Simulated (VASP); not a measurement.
# InP (F-43m) in VASP: a series of runs

Aim: see how the results for InP move with the level of theory and the settings. Levels: r2SCAN+D3(BJ), PBEsol. Tasks: relaxation of cell and atoms, single point.

Everything below comes from runs of VASP 6.6.1. Logs are shortened: lines on timing, memory, paths and dates and some standing lists are left out, and cuts for length are marked.

**Experimental background.**

A printed reference work, data compilation reports, for a bulk crystal of InP at 1.6 K: band gap 1.4236 eV (direct).

The runs below are set against these values where they give the same quantity.

## (1) The cell of the first run

It takes space group F-43m (No. 216, cubic). The conventional cell has a = 5.861 Å, b = 5.861 Å, c = 5.861 Å, α = 90.00°, β = 90.00°, γ = 90.00°. In (site symmetry -43m) has 4 P at 2.54 Å within 3.3 Å. Within 3.3 Å of P (site symmetry -43m) lie 4 In at 2.54 Å.

## (2) Relaxation of cell and atoms, r2SCAN+D3(BJ)

The input, POSCAR:

```
InP
1.0
    0.0000000000      2.9305000000      2.9305000000
    2.9305000000      0.0000000000      2.9305000000
    2.9305000000      2.9305000000      0.0000000000
In P
1 1
Direct
    0.0000000000      0.0000000000      0.0000000000
    0.7500000000      0.7500000000      0.7500000000
```

The input, INCAR.step1:

```
PREC = Accurate ; ENCUT = 600
ISMEAR = -1 ; SIGMA = 0.05
LREAL = False ; LASPH = True
NELM = 100 ; GGA = PE
ALGO = Normal ; EDIFF = 1E-4
LWAVE = True ; LCHARG = False
```

The input, INCAR.step2:

```
PREC = Accurate ; ENCUT = 600
EDIFF = 1E-6 ; ISMEAR = -1
SIGMA = 0.05 ; LREAL = False
LASPH = True ; NELM = 100
ALGO = Normal ; ISIF = 3
LWAVE = False ; LCHARG = False
METAGGA = R2SCAN ; LMIXTAU = True
IVDW = 12 ; VDW_S6 = 1.0
VDW_S8 = 0.78981345 ; VDW_A1 = 0.49484001
VDW_A2 = 5.73083694 ; IBRION = 2
NSW = 60 ; EDIFFG = -0.01
ISTART = 1
```

The input, KPOINTS:

```
regular mesh
0
Gamma
  8 8 8
```

Potentials or basis: VASP PAW PBE potentials, release 64 (In_d, P).

Started as:

```bash
cat potpaw_PBE.64/In_d/POTCAR potpaw_PBE.64/P/POTCAR > POTCAR
cp INCAR.step1 INCAR
mpirun -np 1 vasp_std > vasp.out
cp INCAR.step2 INCAR
mpirun -np 1 vasp_std > vasp.out
```

OUTCAR:

```text
PREC = Accurate
   ENCUT = 600
   EDIFF = 1E-6
   ISMEAR = -1
   LREAL = False
   LASPH = True
   NELM = 100
   ISIF = 3
   METAGGA = R2SCAN
   IVDW = 12
   IBRION = 2
   NSW = 60
   EDIFFG = -0.01
   ISTART = 1
 IVDW          = 12

 ion  position               nearest neighbor table
   1  0.000  0.000  0.000-   2 2.54   2 2.54   2 2.54   2 2.54
   2  0.750  0.750  0.750-   1 2.54   1 2.54   1 2.54   1 2.54

  LATTYP: Found a face centered cubic cell.
 ALAT       =     5.8610000000

  Lattice vectors:

 A1 = (   0.0000000000,   2.9305000000,   2.9305000000)
 A2 = (   2.9305000000,   0.0000000000,   2.9305000000)
 A3 = (   2.9305000000,   2.9305000000,   0.0000000000)

Analysis of symmetry for initial positions (statically):
=====================================================================
 Subroutine PRICEL returns:
 Original cell was already a primitive cell.

 Routine SETGRP: Setting up the symmetry group for a
 face centered cubic supercell.

 Subroutine GETGRP returns: Found 24 space group operations
 (whereof 24 operations were pure point group operations)
 out of a pool of 48 trial point group operations.

The static configuration has the point symmetry T_d .

Analysis of symmetry for dynamics (positions and initial velocities):
=====================================================================
 Subroutine PRICEL returns:
 Original cell was already a primitive cell.

 Routine SETGRP: Setting up the symmetry group for a
 face centered cubic supercell.

 Subroutine GETGRP returns: Found 24 space group operations
 (whereof 24 operations were pure point group operations)
 out of a pool of 48 trial point group operations.

The dynamic configuration has the point symmetry T_d .

 Subroutine INISYM returns: Found 24 space group operations
 (whereof 24 operations are pure point group operations),
 and found     1 'primitive' translations

----------------------------------------------------------------------------------------

                                     Primitive cell

  volume of cell :      50.3333

  direct lattice vectors                    reciprocal lattice vectors
     0.000000000  2.930500000  2.930500000    -0.170619348  0.170619348  0.170619348
     2.930500000  0.000000000  2.930500000     0.170619348 -0.170619348  0.170619348
     2.930500000  2.930500000  0.000000000     0.170619348  0.170619348 -0.170619348

  length of vectors
     4.144352845  4.144352845  4.144352845     0.295521380  0.295521380  0.295521380

  position of ions in fractional coordinates (direct lattice)
     0.000000000  0.000000000  0.000000000
     0.750000000  0.750000000  0.750000000

  ion indices of the primitive-cell ions
   primitive index   ion index
                 1           1
                 2           2

----------------------------------------------------------------------------------------

 KPOINTS: regular mesh

Automatic generation of k-mesh.
 Grid dimensions read from file:
 generate k-points for:    8    8    8

 Generating k-lattice:

  Cartesian coordinates                     Fractional coordinates (reciprocal lattice)
    -0.021327419  0.021327419  0.021327419     0.125000000  0.000000000  0.000000000
     0.021327419 -0.021327419  0.021327419     0.000000000  0.125000000  0.000000000
     0.021327419  0.021327419 -0.021327419     0.000000000  0.000000000  0.125000000

  Length of vectors
     0.036940172  0.036940172  0.036940172

  Shift w.r.t. Gamma in fractional coordinates (k-lattice)
     0.000000000  0.000000000  0.000000000

 Subroutine IBZKPT returns following result:
 ===========================================

 Found     29 irreducible k-points:

 Following reciprocal coordinates:
            Coordinates               Weight
  0.000000  0.000000  0.000000      1.000000
  0.125000  0.000000  0.000000      8.000000
  0.250000  0.000000  0.000000      8.000000
  0.375000  0.000000  0.000000      8.000000
  0.500000  0.000000  0.000000      4.000000
  0.125000  0.125000  0.000000      6.000000
[... 16 lines left out ...]
  0.500000  0.250000  0.125000     48.000000
 -0.375000  0.250000  0.125000     24.000000
 [... further k-points ...]
   k-points           NKPTS =     29   k-points in BZ     NKDIM =     29   number of bands    NBANDS=     13
   number of dos      NEDOS =    301   number of ions     NIONS =      2
   total plane-waves  NPLWV =  46656
   dimension x,y,z NGX =    36 NGY =   36 NGZ =   36
   dimension x,y,z NGXF=    72 NGYF=   72 NGZF=   72
   ions per type =               1   1
   NGX,Y,Z   is equivalent  to a cutoff of  14.44, 14.44, 14.44 a.u.
   NGXF,Y,Z  is equivalent  to a cutoff of  28.88, 28.88, 28.88 a.u.
 SYSTEM =  unknown system
   PREC   = accura    normal or accurate (medium, high low for compatibility)
   ISTART =      1    job   : 0-new  1-cont  2-samecut
   ICHARG =      0    charge: 1-file 2-atom 10-const
   ISPIN  =      1    spin polarized calculation?
   LNONCOLLINEAR =      F non collinear calculations
   LSORBIT =      F    spin-orbit coupling
   LASPH  =      T    aspherical Exc in radial PAW
   ENCUT  =  600.0 eV  44.10 Ry    6.64 a.u.   8.28  8.28  8.28*2*pi/ulx,y,z
   NELM   =    100;   NELMIN=  2; NELMDL=  0     # of ELM steps
   EDIFF  = 0.1E-05   stopping-criterion for ELM
   LREAL  =      F    real-space projection
   EDIFFG = -.1E-01   stopping-criterion for IOM
   NSW    =     60    number of steps for IOM
   IBRION =      2    ionic relax: 0-MD 1-quasi-New 2-CG
   NFREE  =      1    steps in history (QN), initial steepest desc. (CG)
   ISIF   =      3    stress and relaxation
   ISYM   =      2    0-nonsym 1-usesym 2-fastsym
   POTIM  = 0.5000    time-step for ionic-motion
   TEBEG  =    0.0;   TEEND  =   0.0 temperature during run
   PSTRESS=    0.0 pullay stress
   NELECT =      18.0000    total number of electrons
   NUPDOWN=      -1.0000    fix difference up-down
   EMIN   =  10.00;   EMAX   =-10.00  energy-range for DOS
   EFERMI =   0.00;   METHOD = LEGACY
   ISMEAR =    -1;   SIGMA  =   0.05  broadening in eV -4-tet -1-fermi 0-gaus
   EFERMI_NEDOS =   21; number of points for ismear=-14 and -15
   IALGO  =     38    algorithm
   IMIX   =      4    mixing-type and parameters
     AMIX     =   0.40;   BMIX     =  1.00
     AMIX_MAG =   1.60;   BMIX_MAG =  1.00
  volume/ion in A,a.u.               =      25.17       169.83
  Fermi-wavevector in a.u.,A,eV,Ry     =   1.162021  2.195901 18.371846  1.350293
  Thomas-Fermi vector in A             =   2.298587
   LORBIT       =      0    0 simple, 1 ext, 2 COOP (PROOUT), +10 PAW based schemes
   METAGGA = R2SCAN    functional components
   LHFCALC =     F    Hartree Fock is set to
   AEXX    =    0.0000 exact exchange contribution
   IVDW    =    12    specifies the selected vdW correction
   LEPSILON=     F    determine dielectric tensor
   LRPA    =     F    only Hartree local field effects (RPA)
 conjugate gradient relaxation of ions
 non-spin polarized calculation
  energy-cutoff  :      600.00
  volume of cell :       50.33
 maximum number of plane-waves:      1700
 NGX is ok and might be reduce to    36
   NGX = 17   NGY = 17   NGZ = 17

--------------------------------------- Ionic step        1  -------------------------------------------

 number of electron      17.9999998 magnetization

 Free energy of the ion-electron system (eV)
  ---------------------------------------------------
  ext. energy  EPLUGINS =         0.00000000
  ---------------------------------------------------
  free energy    TOTEN  =       -32.29271616 eV

  energy without entropy =      -32.29271608  energy(sigma->0) =      -32.29271612

------------------------ aborting loop because EDIFF is reached ----------------------------------------

 Edisp (eV)   -0.30082

 E8    (eV) :    -0.1057

  FORCE on cell =-STRESS in cart. coord.  units (eV):
  Direction    XX          YY          ZZ          XY          YZ          ZX
  --------------------------------------------------------------------------------------
  -------------------------------------------------------------------------------------
  Total       0.19536     0.19536     0.19536    -0.00000    -0.00000    -0.00000
  in kB       6.21861     6.21861     6.21861    -0.00000    -0.00000    -0.00000
  external pressure =        6.22 kB  Pullay stress =        0.00 kB

 VOLUME and BASIS-vectors are now :
 -----------------------------------------------------------------------------
  energy-cutoff  :      600.00
  volume of cell :       50.33
      direct lattice vectors                 reciprocal lattice vectors
     0.000000000  2.930500000  2.930500000    -0.170619348  0.170619348  0.170619348
     2.930500000  0.000000000  2.930500000     0.170619348 -0.170619348  0.170619348
     2.930500000  2.930500000  0.000000000     0.170619348  0.170619348 -0.170619348
[... 41 lines left out ...]
 POSITION                                       TOTAL-FORCE (eV/Angst)
 -----------------------------------------------------------------------------------
     -0.00000      2.94431      2.94431         0.000000     -0.000000     -0.000000
      4.41646      4.41646      4.41646        -0.000000      0.000000      0.000000
 -----------------------------------------------------------------------------------
    total drift:                                0.000003      0.000003      0.000003

  FREE ENERGIE OF THE ION-ELECTRON SYSTEM (eV)
  ---------------------------------------------------
  free  energy   TOTEN  =       -32.5940796689 eV

  energy  without entropy=      -32.5940794999  energy(sigma->0) =      -32.59407958

--------------------------------------- Ionic step        3  -------------------------------------------

 number of electron      17.9999998 magnetization

 Free energy of the ion-electron system (eV)
  ---------------------------------------------------
  ext. energy  EPLUGINS =         0.00000000
  ---------------------------------------------------
  free energy    TOTEN  =       -32.29623267 eV

  energy without entropy =      -32.29623255  energy(sigma->0) =      -32.29623261

 E-fermi :   5.5059     XC(G=0):  -9.8404

 val. band max:        4.9158098896   @ k =   0.0000   0.0000   0.0000
 cond. band min:       6.0338594672   @ k =   0.0000   0.0000   0.0000
 fundamental gap:      1.1180495776
 Fermi energy:         5.5058981483

 k-point     1 :       0.0000    0.0000    0.0000
  band No.  band energies     occupation
      1      -9.7225      2.00000
      2      -9.7225      2.00000
      3      -9.7225      2.00000
      4      -9.5479      2.00000
      5      -9.5479      2.00000
      6      -7.0227      2.00000
      7       4.9158      1.99999
      8       4.9158      1.99999
      9       4.9158      1.99999
     10       6.0339      0.00005
     11       9.3570      0.00000
     12       9.3570      0.00000
     13       9.3570      0.00000

 k-point     2 :       0.1250    0.0000    0.0000
  band No.  band energies     occupation
      1      -9.7436      2.00000
      2      -9.7146      2.00000
      3      -9.7146      2.00000
      4      -9.5478      2.00000
      5      -9.5478      2.00000
      6      -6.8367      2.00000
      7       3.4198      2.00000
      8       4.7272      2.00000
      9       4.7272      2.00000
     10       6.9246      0.00000
     11       9.5146      0.00000
[... 339 lines left out ...]
 k-point    24 :      -0.3750    0.2500    0.1250
  band No.  band energies     occupation
      1      -9.8692      2.00000
      2      -9.6686      2.00000
      3      -9.6493      2.00000
      4      -9.5539      2.00000
      5      -9.5348      2.00000
      6      -4.9207      2.00000
      7      -0.7165      2.00000
      8       2.1837      2.00000
      9       3.2487      2.00000
     10       8.4368      0.00000
     11       9.4178      0.00000
     12      11.2157      0.00000
     13      12.5914      0.00000

 [... further k-points ...]

------------------------ aborting loop because EDIFF is reached ----------------------------------------

 Edisp (eV)   -0.29817

 E8    (eV) :    -0.1048

  FORCE on cell =-STRESS in cart. coord.  units (eV):
  Direction    XX          YY          ZZ          XY          YZ          ZX
  --------------------------------------------------------------------------------------
  -------------------------------------------------------------------------------------
  Total      -0.00191    -0.00191    -0.00191    -0.00000     0.00000    -0.00000
  in kB      -0.06035    -0.06035    -0.06035    -0.00000     0.00000    -0.00000
  external pressure =       -0.06 kB  Pullay stress =        0.00 kB

 VOLUME and BASIS-vectors are now :
 -----------------------------------------------------------------------------
  energy-cutoff  :      600.00
  volume of cell :       50.78
      direct lattice vectors                 reciprocal lattice vectors
    -0.000000000  2.939080476  2.939080476    -0.170121235  0.170121235  0.170121235
     2.939080476 -0.000000000  2.939080476     0.170121235 -0.170121235  0.170121235
     2.939080476  2.939080476 -0.000000000     0.170121235  0.170121235 -0.170121235

 POSITION                                       TOTAL-FORCE (eV/Angst)
 -----------------------------------------------------------------------------------
      0.00000      0.00000      0.00000         0.000000      0.000000      0.000000
      4.40862      4.40862      4.40862        -0.000000     -0.000000     -0.000000
 -----------------------------------------------------------------------------------
    total drift:                                0.000003      0.000003      0.000003

  FREE ENERGIE OF THE ION-ELECTRON SYSTEM (eV)
  ---------------------------------------------------
  free  energy   TOTEN  =       -32.5944034607 eV

  energy  without entropy=      -32.5944033345  energy(sigma->0) =      -32.59440340

 reached required accuracy - stopping structural energy minimisation
```

It used 550 s of CPU time on 1 thread of AMD EPYC 7R13 Processor (Zen 3), with other jobs on the host.

Results:

| Property | Result |
| --- | --- |
| Free energy | -32.5944 eV |
| Relaxed volume | 25.39 Å³/atom |
| Relaxed cell | a = 4.156 Å, b = 4.156 Å, c = 4.156 Å, α = 60.00°, β = 60.00°, γ = 60.00° |
| Space group after relaxing (to 0.05 Å) | F-43m (No. 216) |
| Energy gained by relaxing | 0.4 meV/atom |
| Ionic steps | 3 |
| Pressure after relaxing | 0.0 GPa |
| Band gap on the k mesh | 1.12 eV, direct |
| Dispersion energy per atom | -0.149 eV |

Step by step:
| step | energy change (eV) | largest force (eV/Å) | pressure (GPa) | volume (Å³) |
| --- | --- | --- | --- | --- |
| 1 | 0.0000 | 0.0000 | 0.62 | 50.33 |
| 2 | -0.0005 | 0.0000 | -0.37 | 51.05 |
| 3 | -0.0009 | 0.0000 | -0.01 | 50.78 |

Final structure:
```yaml
crystal:
  lattice:
    - [0.00000, 2.93908, 2.93908]
    - [2.93908, 0.00000, 2.93908]
    - [2.93908, 2.93908, 0.00000]
  atoms:
    - { symbol: In, position: [0.00000, 0.00000, 0.00000] }
    - { symbol: P, position: [0.75000, 0.75000, 0.75000] }
```

Levels at points of the mesh, in eV from the valence-band top:
```csv
k point,band 5,band 6,band 7,band 8,band 9,band 10,band 11,band 12,band 13
"(0.00, 0.00, 0.00)",-14.46,-11.94,0.00,0.00,0.00,1.12,4.44,4.44,4.44
"(0.50, 0.00, 0.00)",-14.45,-10.16,-5.83,-1.00,-1.00,1.84,5.16,5.16,7.53
"(0.50, 0.50, 0.00)",-14.43,-9.49,-5.84,-2.38,-2.38,2.02,2.55,9.83,10.25
```

Caveat: the PAW data sets were made with another functional, which shifts forces and pressure a little; spin-orbit coupling is left out, which moves the levels of the heavy elements. Zero-point motion and thermal expansion aren't in these numbers.

(Continued in part 2 of 2.)
